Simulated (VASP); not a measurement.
# Fe (Fmmm) in VASP: relaxation of cell and atoms with PBEsol

Aim: the relaxation of cell and atoms of Fe with PBEsol.

All numbers are computed with VASP 6.6.1; they aren't measurements. Logs are shortened: lines on timing, memory, paths and dates and some standing lists are left out, and cuts for length are marked.

## (1) The structure

Symmetry: Fmmm, No. 69, orthorhombic system. Conventional cell: a = 2.997 Å, b = 3.883 Å, c = 3.930 Å, α = 90.00°, β = 90.00°, γ = 90.00°. Fe (site symmetry mmm) is surrounded by 12 Fe at 2.45 to 2.76 Å.

## (2) Relaxation of cell and atoms, PBEsol, collinear spin, ferromagnetic start

Input file INCAR:

```
PREC = Accurate
ENCUT = 600
EDIFF = 1E-6
ISMEAR = -1
SIGMA = 0.05
LREAL = F
LASPH = T
NELM = 120
ALGO = Normal
ISIF = 3
LWAVE = F
LCHARG = F
ISPIN = 2
MAGMOM = 3
LORBIT = 11
LMAXMIX = 4
GGA = PS
IBRION = 2
NSW = 60
EDIFFG = -0.01
```

Input file KPOINTS:

```
regular mesh
0
Gamma
  12 12 12
```

Input file POSCAR:

```
Fe
1.0
    0.0000000000      1.9417396906      1.9651051623
    1.4984397099      0.0000000000      1.9651051623
    1.4984397099      1.9417396906      0.0000000000
Fe
1
Direct
    0.0000000000      0.0000000000      0.0000000000
```

Potentials or basis: VASP PAW PBE potentials, release 64 (Fe).

The run is started by

```console
> cat potpaw_PBE.64/Fe/POTCAR > POTCAR
> mpirun -np 1 vasp_std > vasp.out
```

OUTCAR:

```text
PREC = Accurate
   ENCUT = 600
   EDIFF = 1E-6
   ISMEAR = -1
   LREAL = F
   LASPH = T
   NELM = 120
   ISIF = 3
   ISPIN = 2
   LORBIT = 11
   GGA = PS
   IBRION = 2
   NSW = 60
   EDIFFG = -0.01

 ion  position               nearest neighbor table
   1  0.000  0.000  0.000-

  LATTYP: Found a face centered orthorhombic cell.
 ALAT       =     2.9968794198
 B/A-ratio  =     1.2958410524
 C/A-ratio  =     1.3114342535

  Lattice vectors:

 A1 = (   0.0000000000,   1.9417396906,   1.9651051623)
 A2 = (   1.4984397099,   0.0000000000,   1.9651051623)
 A3 = (   1.4984397099,   1.9417396906,   0.0000000000)

Analysis of symmetry for initial positions (statically):
=====================================================================
 Subroutine PRICEL returns:
 Original cell was already a primitive cell.

 Routine SETGRP: Setting up the symmetry group for a
 face centered orthorhombic supercell.

 Subroutine GETGRP returns: Found  8 space group operations
 (whereof  8 operations were pure point group operations)
 out of a pool of  8 trial point group operations.

The static configuration has the point symmetry D_2h.

Analysis of symmetry for dynamics (positions and initial velocities):
=====================================================================
 Subroutine PRICEL returns:
 Original cell was already a primitive cell.

 Routine SETGRP: Setting up the symmetry group for a
 face centered orthorhombic supercell.

 Subroutine GETGRP returns: Found  8 space group operations
 (whereof  8 operations were pure point group operations)
 out of a pool of  8 trial point group operations.

The dynamic configuration has the point symmetry D_2h.

Analysis of structural, dynamic, and magnetic symmetry:
=====================================================================
 Subroutine PRICEL returns:
 Original cell was already a primitive cell.

 Routine SETGRP: Setting up the symmetry group for a
 face centered orthorhombic supercell.

 Subroutine GETGRP returns: Found  8 space group operations
 (whereof  8 operations were pure point group operations)
 out of a pool of  8 trial point group operations.

The overall configuration has the point symmetry D_2h.

 Subroutine INISYM returns: Found  8 space group operations
 (whereof  8 operations are pure point group operations),
 and found     1 'primitive' translations

----------------------------------------------------------------------------------------

                                     Primitive cell

  volume of cell :      11.4353

  direct lattice vectors                    reciprocal lattice vectors
[... 124 lines left out ...]
--------------------------------------- Ionic step        1  -------------------------------------------

 number of electron       7.9999998 magnetization       2.2456824

 Free energy of the ion-electron system (eV)
  ---------------------------------------------------
  ext. energy  EPLUGINS =         0.00000000
  ---------------------------------------------------
  free energy    TOTEN  =        -8.88573158 eV

  energy without entropy =       -8.87820097  energy(sigma->0) =       -8.88196628

------------------------ aborting loop because EDIFF is reached ----------------------------------------

  FORCE on cell =-STRESS in cart. coord.  units (eV):
  Direction    XX          YY          ZZ          XY          YZ          ZX
  --------------------------------------------------------------------------------------
  -------------------------------------------------------------------------------------
  Total       -1.0279001     -0.3968586     -0.5507171      0.0000000      0.0000000      0.0000000
  in kB     -144.0175535    -55.6032631    -77.1601448      0.0000000      0.0000000      0.0000000
  external PRESSURE =     -92.2603205 kB  Pullay stress =       0.0000000 kB
[... 86 lines left out ...]
  FREE ENERGIE OF THE ION-ELECTRON SYSTEM (eV)
  ---------------------------------------------------
  free  energy   TOTEN  =        -8.9105373440 eV

  energy  without entropy=       -8.9030376510  energy(sigma->0) =       -8.90678750

[... ionic steps 4 to 10 ...]

--------------------------------------- Ionic step       11  -------------------------------------------

 number of electron       7.9999998 magnetization       2.0763961

------------------------ aborting loop because EDIFF is reached ----------------------------------------
[... 65 lines left out ...]
--------------------------------------- Ionic step       13  -------------------------------------------

 number of electron       7.9999998 magnetization       2.0766716

 Free energy of the ion-electron system (eV)
  ---------------------------------------------------
  ext. energy  EPLUGINS =         0.00000000
  ---------------------------------------------------
  free energy    TOTEN  =        -8.92401049 eV

  energy without entropy =       -8.91706739  energy(sigma->0) =       -8.92053894

 E-fermi :   6.1995     XC(G=0): -13.5762

 val. band max:        6.1918366724   @ k =  -0.0833   0.3333   0.2500
 cond. band min:       6.2404751210   @ k =  -0.2500   0.3333   0.4167
 fundamental gap:      0.0486384486
 Fermi energy:         6.1994511631

 spin component 1

 k-point     1 :       0.0000    0.0000    0.0000
  band No.  band energies     occupation
      1      -2.6151      1.00000
      2       3.8025      1.00000
      3       3.8064      1.00000
      4       3.8084      1.00000
      5       5.1620      1.00000
      6       5.1658      1.00000
      7      31.6379      0.00000
      8      31.6468      0.00000
      9      31.6604      0.00000
     10      37.0848      0.00000
[... 287 lines left out ...]
 k-point    24 :      -0.4167    0.1667    0.0000
  band No.  band energies     occupation
      1       1.5297      1.00000
      2       2.7064      1.00000
      3       4.0980      1.00000
      4       5.1952      1.00000
      5       5.8121      0.99957
      6       9.5575      0.00000
      7      14.1197      0.00000
      8      20.6984      0.00000
      9      26.1073      0.00000
     10      32.6241      0.00000

 [... further k-points ...]

 spin component 2

 k-point     1 :       0.0000    0.0000    0.0000
  band No.  band energies     occupation
      1      -2.3543      1.00000
      2       5.6029      0.99999
      3       5.6084      0.99999
      4       5.6110      0.99999
      5       7.7199      0.00000
      6       7.7252      0.00000
      7      31.5624      0.00000
      8      31.5711      0.00000
      9      31.5852      0.00000
     10      37.4109      0.00000
[... 327 lines left out ...]
  FREE ENERGIE OF THE ION-ELECTRON SYSTEM (eV)
  ---------------------------------------------------
  free  energy   TOTEN  =        -8.9240104887 eV

  energy  without entropy=       -8.9170673862  energy(sigma->0) =       -8.92053894

 reached required accuracy - stopping structural energy minimisation

 total charge

# of ion       s       p       d       tot
------------------------------------------
    1        0.513   0.595   6.278   7.385

 magnetization (x)

# of ion       s       p       d       tot
------------------------------------------
    1       -0.012  -0.051   2.122   2.058
```

OSZICAR:

```text
N       E                     dE             d eps       ncg     rms          rms(c)
DAV:   1     0.196196910785E+02    0.19620E+02   -0.44185E+03 11658   0.108E+03
DAV:   2    -0.939438506957E+01   -0.29014E+02   -0.27002E+02 11264   0.139E+02
[... 99 lines left out ...]
  12 F= -.89240114E+01 E0= -.89205402E+01  d E =-.518855E-04  mag=     2.0765
       N       E                     dE             d eps       ncg     rms          rms(c)
DAV:   1    -0.892401971635E+01   -0.78355E-05   -0.38767E-04 12742   0.184E-01    0.217E-02
DAV:   2    -0.892401257048E+01    0.71459E-05   -0.18168E-05 12862   0.541E-02    0.119E-02
DAV:   3    -0.892401088037E+01    0.16901E-05   -0.32868E-06  8344   0.242E-02    0.102E-02
DAV:   4    -0.892401048870E+01    0.39167E-06   -0.68627E-07  5770   0.850E-03
  13 F= -.89240105E+01 E0= -.89205389E+01  d E =-.510229E-04  mag=     2.0767
```

CONTCAR:

```text
Fe
   1.00000000000000
    -0.0000000000000000    1.9686678401843134    1.9677519035605693
     1.3926507235059045    0.0000000000000000    1.9677519035605693
     1.3926507235059045    1.9686678401843134    0.0000000000000000
  Fe
     1
Direct
     0.0000000000000000    0.0000000000000000    0.0000000000000000

  0.00000000E+00  0.00000000E+00  0.00000000E+00
```

It took 2.3 min on 1 thread of Intel Xeon 6975P-C (Granite Rapids), shared host; peak memory 0.21 GiB.

What came out:

```
Free energy                                           : -8.9240 eV
Relaxed volume                                        : 10.79 Å³/atom
Relaxed cell                                          : a = 2.783 Å, b = 2.411 Å, c = 2.411 Å, α = 70.51°, β = 54.73°, γ = 54.76°
Space group after relaxing (to 0.05 Å)                : Im-3m (No. 229)
Energy gained by relaxing                             : 38.3 meV/atom
Ionic steps                                           : 13
Pressure after relaxing                               : 0.1 GPa
Band gap on the k mesh                                : none (metal or under the smearing width)
Net moment                                            : 2.08 μB per cell
Site moments                                          : Fe +2.06 μB
Valence electrons inside the program's atomic spheres : Fe 7.38
```

Stress tensor (GPa, compression positive):
```
0.04 0.00 0.00
0.00 0.08 0.00
0.00 0.00 0.14
```

Step by step:
```
step  energy change (eV)  largest force (eV/Å)  pressure (GPa)  volume (Å³)
   1              0.0000                0.0000           -9.23        11.44
   2             -0.0162                0.0000            9.90        10.38
   3             -0.0248                0.0000            1.55        10.74
   4             -0.0344                0.0000            1.30        10.74
   5             -0.0378                0.0000            1.52        10.72
   6             -0.0378                0.0000            1.52        10.72
   7             -0.0376                0.0000           -2.03        10.90
   8             -0.0382                0.0000           -0.18        10.80
   9             -0.0382                0.0000            0.00        10.80
  10             -0.0383                0.0000            0.04        10.79
  11             -0.0383                0.0000            0.10        10.79
  12             -0.0383                0.0000            0.15        10.79
  13             -0.0383                0.0000            0.08        10.79
```

Final structure:
```
CELL_PARAMETERS angstrom
0.00000 1.96867 1.96775
1.39265 0.00000 1.96775
1.39265 1.96867 0.00000
ATOMIC_POSITIONS crystal
Fe 0.00000 0.00000 0.00000
```

Caveat: the PAW data sets were made with another functional, which shifts forces and pressure a little.

## (3) For comparison

An earlier run on the cell as given: functional PBE; potentials or basis VASP PAW PBE potentials, release 64 (Fe); cutoff 520 eV; k mesh 13 × 13 × 13; occupations fermi-dirac, width 0.05 eV; collinear spin, ferromagnetic start; starting moments [3.0] μB.

* Pressure: -1.0 GPa
* Band gap on the k mesh: none (metal or under the smearing width)
* Net moment: 2.20 μB per cell
* Site moments: Fe +2.19 μB
* Valence electrons inside the program's atomic spheres: Fe 7.26
